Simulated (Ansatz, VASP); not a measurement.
# TaO2: VASP beside Ansatz, part 2 of 2

Aim: how closely do two programs agree when they are given the same cell, functional and k mesh? Of the first pair: The structure shown is the start of the Ansatz relaxation below; VASP solves that cell, so the two are compared at the walk's first step.

VASP 6.6.1 and Ansatz 0.2.0.

So far: The starting structure; Ansatz: relaxation, PBE; VASP: single point, PBE, start cell, pair 1.

### 3. VASP: single point, PBE, start cell, pair 1 (continued)

Level of this step: PBE; plane waves and PAW (Ta_pv, O) (VASP).

Numbers of over 12 decimals in the logs are rounded to 6 here.

From OUTCAR (step 3):

```text
ion  position               nearest neighbor table
   1  0.667  0.667  0.331-   2 2.02   2 2.02   2 2.02   3 2.02   3 2.02   3 2.02
   2  0.000  1.000  0.375-   1 2.02   1 2.02   1 2.02
   3  0.000  1.000  0.287-   1 2.02   1 2.02   1 2.02

  LATTYP: Found a hexagonal cell.
 ALAT       =     2.7210438018
 C/A-ratio  =    10.6050975660

 Subroutine GETGRP returns: Found  6 space group operations
 (whereof  6 operations were pure point group operations)

The static configuration has the point symmetry C_3v.

 Found     16 irreducible k-points:

   k-points           NKPTS =     16   k-points in BZ     NKDIM =     16   number of bands    NBANDS=     17

   dimension x,y,z NGX =    20 NGY =   20 NGZ =  216
   dimension x,y,z NGXF=    40 NGYF=   40 NGZF=  432

   ENCUT  =  520.0 eV  38.22 Ry    6.18 a.u.   5.06  5.06 53.65*2*pi/ulx,y,z

   NELECT =      23.0000    total number of electrons

 k-points in reciprocal lattice and weights: Automatic mesh
   0.00000000  0.00000000  0.00000000       0.008
   0.09090909 -0.00000000  0.00000000       0.050
   0.18181818 -0.00000000  0.00000000       0.050
   0.27272727 -0.00000000  0.00000000       0.050
   0.36363636  0.00000000  0.00000000       0.050
   0.45454545 -0.00000000  0.00000000       0.050
   0.18181818  0.09090909  0.00000000       0.050
   0.27272727  0.09090909  0.00000000       0.099
   0.36363636  0.09090909  0.00000000       0.099
[...]
-0.45454545  0.27272727  0.00000000       0.050
  -0.36363636  0.27272727  0.00000000       0.050

 dipolmoment           0.000000      0.000000     -0.000362 electrons x Angstroem

 average (electrostatic) potential at core
       1 -47.7600       2 -80.8388       3 -80.8308

 E-fermi :  -5.3630

 k-point     1 :       0.0000    0.0000    0.0000
  band No.  band energies     occupation
    ...
      7      -9.6463      2.00000
      8      -9.6463      2.00000
      9      -8.2738      2.00000
     10      -8.2738      2.00000
     11      -8.0829      2.00000
     12      -4.0765      0.00000
     13      -1.5097      0.00000
     14      -1.5097      0.00000
     15       0.1162      0.00000
     16       0.7006      0.00000
    ...

 k-point     2 :       0.0909   -0.0000    0.0000
  band No.  band energies     occupation
    ...
      7     -10.0265      2.00000
      8      -9.4615      2.00000
      9      -8.8657      2.00000
     10      -8.4454      2.00000
     11      -7.6727      2.00000
     12      -4.2376      0.00000
     13      -1.4421      0.00000
     14      -1.3991      0.00000
     15       0.4320      0.00000
     16       0.6564      0.00000
    ...

 k-point     3 :       0.1818   -0.0000    0.0000
  band No.  band energies     occupation
    ...
      7     -10.5821      2.00000
      8      -9.5455      2.00000
      9      -8.9918      2.00000
     10      -8.8663      2.00000
     11      -7.5308      2.00000
     12      -4.8541      0.00008
     13      -1.0472      0.00000
     14      -0.9992      0.00000
     15       0.2210      0.00000
     16       1.4936      0.00000
    ...

  Total       14.0413587     14.0413560      0.5651649     -0.0000000      0.0000000      0.0000000
  in kB      121.5815840    121.5815604      4.8936609     -0.0000000      0.0000000      0.0000000
  external PRESSURE =      82.6856018 kB  Pullay stress =       0.0000000 kB

  energy-cutoff  :      520.00
  volume of cell :      185.03
      direct lattice vectors                 reciprocal lattice vectors
     2.721044000  0.000000000  0.000000000     0.367506001 -0.212179709  0.000000000
     1.360522000  2.356493000  0.000000000     0.000000000  0.424359419  0.000000000
     0.000000000  0.000000000 28.856935000     0.000000000  0.000000000  0.034653715

 POSITION                                       TOTAL-FORCE (eV/Angst)
 -----------------------------------------------------------------------------------
      2.72104      1.57099      9.55138         0.000000     -0.000000     -0.036755
      1.36052      2.35649     10.81494         0.000000      0.000000      0.263681
      1.36052      2.35649      8.28647        -0.000000     -0.000000     -0.226925
 -----------------------------------------------------------------------------------
    total drift:                                0.000000      0.000802     -0.000145

  FREE ENERGIE OF THE ION-ELECTRON SYSTEM (eV)
  ---------------------------------------------------
  free  energy   TOTEN  =       -27.4176270295 eV

  energy  without entropy=      -27.3944052724  energy(sigma->0) =      -27.40601615

 vacuum level on the upper side and lower side of the slab         1.982         1.992

 total charge
# of ion       s       p       d       tot
------------------------------------------
    1        0.367   6.384   2.602   9.353
    2        1.587   3.478   0.000   5.066
    3        1.587   3.477   0.000   5.065
--------------------------------------------------
tot          3.542  13.340   2.602  19.483

[... 3 further parts left out ...]
```

### 4. Comparison

Known differences besides the potentials themselves: Ansatz cuts the interaction across the vacuum, VASP repeats the sheet with a dipole correction (LDIPOL); the data sets hold 25 valence electrons in Ansatz (on its default PAW (the set named soft_2) files) and 23 in VASP; the cutoff is 420 eV in Ansatz and 520 eV in VASP. Total energies have different zeros and are not compared.

Forces (eV/Å; atoms numbered as in POSCAR):

```tsv
atom	Ansatz x, y, z	VASP x, y, z
Ta1	0.000, 0.000, -0.036	0.000, 0.000, -0.037
O2	0.000, 0.000, 0.109	0.000, 0.000, 0.264
O3	0.000, 0.000, -0.073	0.000, 0.000, -0.227
```

The forces differ by 73 meV/Å r.m.s., which is 62.4 % of the r.m.s. force of 0.117 eV/Å (both taken over all components). Where the cell holds vacuum, a pressure given here is an average over it and none of the material.

### 5. Further runs

Further runs change the set-up of one program: Ansatz's method, potentials or start, or VASP's data sets, cutoff or form of LDA. The table gives that difference for each run.

```tsv
run	r.m.s. force difference (meV/Å)
as above	73
VASP with the data sets Ta_sv_GW and O	45
```

### 6. Ansatz: relaxation, PBE

This run makes the geometry at which the two programs are then compared.

The structure compared here is the end of the Ansatz relaxation.

This is the run of step 2 again, met here at its other cell.

### 7. VASP: single point, PBE, relaxed cell, pair 2

The same cell, functional, mesh and smearing now go to VASP, with its own data sets.

INCAR reads:

```
SYSTEM = TaO2
PREC = Accurate
ENCUT = 520
EDIFF = 1E-06
NELM = 120
ISMEAR = -1
SIGMA = 0.05
LREAL = .FALSE.
ALGO = Normal
GGA = PE
NBANDS = 17
LASPH = .TRUE.
LORBIT = 11
LWAVE = .FALSE.
LCHARG = .FALSE.
ISIF = 2
LDIPOL = .TRUE.
IDIPOL = 3
DIPOL = 0.5 0.5 0.331
LVHAR = .TRUE.
GGA_COMPAT = .FALSE.
NELMDL = -8
```

POSCAR reads:

```
TaO2
1.0
    2.9744348188      0.0000000000      0.0000000000
    1.4872174094      2.5759361150      0.0000000000
    0.0000000000      0.0000000000     28.8569347640
Ta O
1 2
Direct
    0.6666666667      0.6666666667      0.3309751816
    0.0000000000      0.0000000000      0.3719710846
    0.0000000000      0.0000000000      0.2899792787
```

KPOINTS reads:

```
Automatic mesh
0
Gamma
11 11 1
0 0 0
```

The projector-augmented-wave data sets are Ta_pv and O (PBE family, release 64).

Launch:

```bash
mpirun -np 1 vasp_std
```

What it wrote:

```text
[... set-up lines as in an earlier step ...]
 entering main loop
       N       E                     dE             d eps       ncg     rms          rms(c)
DAV:   1     0.169828470965E+03    0.16983E+03   -0.10859E+04   672   0.997E+02
DAV:   2    -0.127632804385E+02   -0.18259E+03   -0.17696E+03   735   0.242E+02
DAV:   3    -0.331258438101E+02   -0.20363E+02   -0.20236E+02   719   0.878E+01
DAV:   4    -0.334313412240E+02   -0.30550E+00   -0.30447E+00   781   0.117E+01
[...]
DAV:  21    -0.286460142783E+02   -0.58366E-05   -0.18851E-07   515   0.142E-03    0.286E-04
DAV:  22    -0.286460184492E+02   -0.41709E-05   -0.15499E-07   505   0.124E-03    0.137E-04
DAV:  23    -0.286460193675E+02   -0.91831E-06   -0.11773E-08   411   0.413E-04
   1 F= -.28646019E+02 E0= -.28633132E+02  d E =-.257750E-01
```

OUTCAR, selected parts (step 7):

```text
  Total        0.2390793      0.2390793      0.1515902      0.0000000      0.0000000      0.0000000
  in kB        1.7324582      1.7324582      1.0984795      0.0000000      0.0000000      0.0000000
  external PRESSURE =       1.5211320 kB  Pullay stress =       0.0000000 kB

 POSITION                                       TOTAL-FORCE (eV/Angst)
 -----------------------------------------------------------------------------------
      2.97443      1.71729      9.55093         0.000000     -0.000000     -0.000000
      0.00000      0.00000     10.73395        -0.000000      0.000000      0.085640
      0.00000      0.00000      8.36791         0.000000      0.000000     -0.085640
 -----------------------------------------------------------------------------------
    total drift:                                0.000000      0.000000      0.000152

  FREE ENERGIE OF THE ION-ELECTRON SYSTEM (eV)
  ---------------------------------------------------
  free  energy   TOTEN  =       -28.6460193675 eV

  energy  without entropy=      -28.6202443431  energy(sigma->0) =      -28.63313186

[... 1 part as in an earlier step ...]

[... 2 further parts left out ...]
[key lines of the parts left out:]
E-fermi :  -5.1218
```

### 8. Comparison

What differs besides the data sets and the points named for the pairs above, as far as they apply: the data sets hold 25 valence electrons in Ansatz (on its default PAW (the set named soft_2) files) and 23 in VASP. Total energies have different zeros and are not compared.

Forces (eV/Å; atoms numbered as in POSCAR):

```tsv
atom	Ansatz x, y, z	VASP x, y, z
Ta1	0.000, 0.000, 0.000	0.000, 0.000, 0.000
O2	0.000, 0.000, 0.000	0.000, 0.000, 0.086
O3	0.000, 0.000, 0.000	0.000, 0.000, -0.086
```

The forces differ by 40 meV/Å r.m.s., where the r.m.s. force is 0.000 eV/Å in Ansatz and 0.040 eV/Å in VASP: the atoms lie near their places of rest in Ansatz, so a percentage would say little (all taken over all components). Where the cell holds vacuum, a pressure given here is an average over it and none of the material.

### 9. Summary of results

* r.m.s. force difference (single point, PBE, start cell, pair 1): 73 meV/Å
* r.m.s. force difference (single point, PBE, relaxed cell, pair 2): 40 meV/Å

What this shows: The r.m.s. force difference is 73 meV/Å (single point, PBE, start cell, pair 1), beyond the 12 meV/Å picked in this series as the mark of a large difference. The data sets hold unlike numbers of valence electrons (25 in Ansatz and 23 in VASP), so part of the differences may come from the potentials. Single point, PBE, start cell, pair 1, VASP with the data sets Ta_sv_GW and O: r.m.s. force difference goes from 73 to 45 meV/Å. What causes the difference of the single point, PBE, relaxed cell, pair 2 pair stays open here. How closely two codes agree says nothing of how well the functional describes the real material.

[Lines on the potential files, build, host, timing and source positions are cut from VASP's logs without a mark.]

[Logs are printed without paths, hosts, clocks, repeated set-up lines and the standing remarks that a program may print on its own settings, such as how far it seeks lower states.]

[Hosts, paths, dates, database ids (printed as entryN), source tags and the programs' standing remarks are cut or masked in the printed files.]
